## Question

Simple cubic iron is a crystal with one atom per cell and six nearest neighbours along the cube axes. It isn't the structure of ordinary iron, but its symmetry makes the electronic states easy to read. The calculation below is for its ferromagnetic state.

Ansatz 0.2.0, PBE, scalar-relativistic frozen-core PAW with default datasets: ferromagnetic simple cubic Fe (Pm-3m), a = 2.368 angstrom, held fixed as relaxed earlier with PAW. Plane-wave cutoff 420 eV, 18 × 18 × 18 k points, Fermi-Dirac smearing 0.03 eV. Density of states from the tetrahedron method, projected on Löwdin orbitals of Fe, in 0.4 eV windows.

| energy (eV) | s (states/(eV atom)) | d (states/(eV atom)) |
| --- | --- | --- |
| -8.4 | 0.00 | 0.00 |
| -8.0 | 0.00 | 0.00 |
| -7.6 | 0.02 | 0.00 |
| -7.2 | 0.06 | 0.00 |
| -6.8 | 0.08 | 0.00 |
| -6.4 | 0.10 | 0.00 |
| -6.0 | 0.12 | 0.01 |
| -5.6 | 0.14 | 0.01 |
| -5.2 | 0.16 | 0.03 |
| -4.8 | 0.18 | 0.19 |
| -4.4 | 0.23 | 0.57 |
| -4.0 | 0.22 | 0.84 |
| -3.6 | 0.14 | 0.67 |
| -3.2 | 0.15 | 1.42 |
| -2.8 | 0.17 | 1.73 |
| -2.4 | 0.10 | 1.59 |
| -2.0 | 0.03 | 1.78 |
| -1.6 | 0.05 | 2.45 |
| -1.2 | 0.08 | 2.24 |
| -0.8 | 0.09 | 2.19 |
| -0.4 | 0.08 | 1.15 |
| 0.0 | 0.07 | 0.72 |
| 0.4 | 0.07 | 0.92 |
| 0.8 | 0.08 | 0.93 |
| 1.2 | 0.09 | 1.15 |
| 1.6 | 0.11 | 1.48 |
| 2.0 | 0.11 | 1.16 |
| 2.4 | 0.10 | 0.84 |
| 2.8 | 0.10 | 0.18 |
| 3.2 | 0.09 | 0.05 |
| 3.6 | 0.08 | 0.04 |
| 4.0 | 0.08 | 0.03 |
| 4.4 | 0.12 | 0.04 |
| 4.8 | 0.13 | 0.04 |
| 5.2 | 0.11 | 0.03 |
| 5.6 | 0.13 | 0.04 |
| 6.0 | 0.17 | 0.07 |
| 6.4 | 0.13 | 0.05 |
| 6.8 | 0.10 | 0.04 |

The columns s and d give how many states of each kind one atom offers per electronvolt, with both spins added together. Energy is counted from the Fermi energy, up to which the states are filled. Each row covers a window 0.4 eV wide.

The same calculation gives the energies of the pure d levels at two special points of the band structure. At Γ, an orbital has the same sign on every atom; at R, the sign alternates from each atom to its nearest neighbours. The two eg orbitals point their lobes at the nearest neighbours, and the three t2g orbitals point between them. The levels at R were told apart by counting bands: the three lowest valence bands meet there in the t2g level, and the next two in the eg level.

| group | level at Γ (eV) | level at R (eV) |
|---|---|---|
| majority t2g | −0.56 | −3.94 |
| majority eg | −3.90 | 0.92 |
| minority t2g | 2.49 | −1.71 |
| minority eg | −2.45 | 2.85 |

(a) Why does d climb to a summit between −1.6 and −0.8 eV, fall at the Fermi energy, and rise again before it ends near 2.8 eV? Then work out, from the levels at Γ and R alone, what height they give at −1.2 eV, and compare it with the 2.24 in the table.

(b) Why do both s and d have a hump near −4.4 to −4.0 eV, and why does s almost vanish at −2.0 eV?

## Model answer

**(a) The d states**

Start with atoms far apart and without magnetism. All ten d states, five orbitals with two spins each, then lie at one energy, and the density is a single spike. Two effects do most to turn this spike into the column d: contact with the neighbours and the exchange interaction between electrons of equal spin.

Take the neighbours first. An eg orbital meets its neighbour head-on, so equal signs give a bonding state of low energy and alternating signs an antibonding state of high energy. A t2g orbital meets its neighbour sideways, with lobes of opposite sign facing each other when the orbitals themselves have equal signs. Its order is therefore reversed, as the levels confirm: eg is low at Γ and high at R, while t2g is high at Γ and low at R. Between these two limits the crystal has states with every intermediate pattern of signs, so each group fills a range of energies.

Now take exchange alone. With the atoms still apart, it would split the spike in two, with the majority spin below the minority spin. In the crystal it shifts whole ranges instead. Averaged over Γ and R, the shift is about 1.7 eV for eg and 2.6 eV for t2g. Both shifts are smaller than the ranges themselves, so the two spins overlap instead of forming separate blocks.

The column d follows from counting which ranges are present at a given energy. From −3.2 to −2.0 eV the states are mainly of majority spin. Near −1.7 eV the minority t2g range begins, and from there all four groups contribute, which makes the summit. At −0.56 eV the majority t2g range ends and takes three of the ten states out of the count, so d falls. What remains above 1 eV is almost wholly of minority spin, and it ends where the minority ranges end.

For the estimate, spread the states of each group evenly over its range. The height of a group is its number of states divided by the width of the range:

- majority t2g: 3 / (3.94 − 0.56) = 0.89
- majority eg: 2 / (3.90 + 0.92) = 0.41
- minority t2g: 3 / (1.71 + 2.49) = 0.71
- minority eg: 2 / (2.45 + 2.85) = 0.38

At −1.2 eV all four are present, and their sum is 2.4 states per electronvolt and atom. The table has 2.24. No height was adjusted to this row or any other, although the levels come from the same calculation.

The fall at the Fermi energy is deeper than this count explains. Without the majority t2g group the sum is still 1.5, whereas the table has 0.72, about half. The same picture also gives too little at 1.6 eV, where the second peak stands. States that ought to lie near the Fermi energy have gathered elsewhere.

The minority bands of the same calculation indicate where the hollow lies. Count them from the lowest valence band. At Γ the first three are the s state and the eg pair, and at R they are the t2g level, so their d states are bonding at both ends. The next two run from the antibonding t2g level at Γ to the antibonding eg level at R. Averaged over all sign patterns, the third band lies at −0.6 eV and the fourth at 0.9 eV, a step about twice as wide as the one before it or the one after it. The minority spin has 2.8 valence electrons, almost enough to fill three bands, so the Fermi energy falls within this step. This points to a hollow between bonding and antibonding minority states. The slight dip in d at −2.4 eV may be its majority counterpart: it lies 2.4 eV lower, which agrees with the exchange shifts of 1.7 and 2.6 eV.

One possible cause of the hollow, not tested here, is mixing between eg and t2g orbitals. Nearest neighbours along the cube axes cannot mix them directly, but second neighbours along the face diagonals can. Where a rising eg band meets a falling t2g band, the two then repel each other, and states leave the middle of the range. Second neighbours also shift the levels within each group, so mixing need not be the only cause.

**(b) The s states and the hump**

Again begin with a limit, this time without any mixing between s and d. The s states would form one broad band, because s orbitals reach far and overlap strongly. It starts at Γ, at −7.9 eV for the majority spin, and would run upward straight through the d states. In the table s does rise steadily from there, until it comes close to the d ranges.

With mixing, an s band and a d band of suitable symmetry cannot simply cross. They repel each other, and the lower of the two mixed bands bends over and becomes flat near the lower edge of the d ranges. Its states are part s and part d, so both columns gain a hump at nearly the same energy. The s character is pushed to either side of the crossing, which fits the minimum of 0.03 at −2.0 eV. The smaller s maximum at −2.8 eV is probably the same hump for the minority spin, which exchange moves upward.

The band structure fits this account of the hump, without proving it. Below about −3.9 eV only the lowest band of each spin is present, and at Γ that band is s. Yet the rows from −4.8 to −4.0 eV hold 0.64 d states per atom, while the d ranges between Γ and R supply only 0.17. Pure d states at other points of the band structure may lie below these ranges and add to the hump; the levels used here can't separate the two contributions. The small drop in d at −3.6 eV then has a natural reading: the hump is fading while the majority d bands proper are only beginning, and a band in three dimensions starts from a low density at its edge. The even ranges, which start at full height, give 1.3 in this row, about twice the 0.67 of the table.

## Remarks on the reasoning

**Why the levels at Γ and R are good markers.** At these two points symmetry forbids the d levels to mix with s or p. They therefore show d–d contact and exchange without that mixing. Elsewhere mixing is allowed, and that is where the even ranges lose their authority, as the hump suggests.

**Why two spins are needed.** A tempting answer explains the two d peaks as eg and t2g, with no magnetism. Averaging the levels of the two spins tests it. The highest d level then lies at (0.92 + 2.85)/2 = 1.9 eV, yet the table still has 0.84 at 2.4 eV. Judged by the ranges, each peak contains both eg and t2g states; what distinguishes the upper peak is that it is nearly all minority spin.

**How far the even ranges can be trusted.** Over the rows from −4.8 to 2.8 eV their typical miss is 0.38, against a summit of 2.45; without the spin splitting it is 0.84. They place the steps well but have no peaks or hollows of their own. Filled up to the Fermi energy, they hold 6.8 d electrons, close to the 6.9 in the table. Such a total forgives errors of shape that a single row reveals. The printed output after this text lists the model row by row.

**What the dip means.** The row at 0.0 is a low point, not a gap: states remain available at the Fermi energy, and the crystal is a metal. The window of 0.4 eV blurs the exact value there.

Printed output of the fit:

```
majority t2g at R, from the Fermi energy (eV): -3.94
majority t2g at Gamma (eV): -0.5584
majority eg at Gamma (eV): -3.899
majority eg at R (eV): 0.916
minority t2g at R (eV): -1.705
minority t2g at Gamma (eV): 2.485
minority eg at Gamma (eV): -2.452
minority eg at R (eV): 2.853
exchange splitting of eg, mean of Gamma and R (eV): 1.692
exchange splitting of t2g, mean of Gamma and R (eV): 2.639
box model d density, rows -4.4 to 2.8 (states/(eV atom)): 0, 0.4127, 1.303, 1.303, 1.303, 1.54, 1.68, 2.226, 2.395, 2.395, 1.6, 1.508, 1.508, 1.421, 1.093, 1.093, 1.093, 0.8878, 0.2383
rms miss of boxes with spin splitting, rows -4.8 to 2.8 (states/(eV atom)): 0.3771
rms miss of boxes without spin splitting, same rows (states/(eV atom)): 0.8391
d states in the whole printed range, table (per atom): 9.872
d electrons up to the Fermi energy, table (per atom): 6.892
d electrons, box model (per atom): 6.765
spin moment, box model (Bohr magnetons): 2.474
s electrons up to the Fermi energy, table (per atom): 0.894
d states in rows -4.8 to -4.0, table (per atom): 0.64
the same rows, box model (per atom): 0.1651
bottom of the majority s band at Gamma (eV): -7.88
```
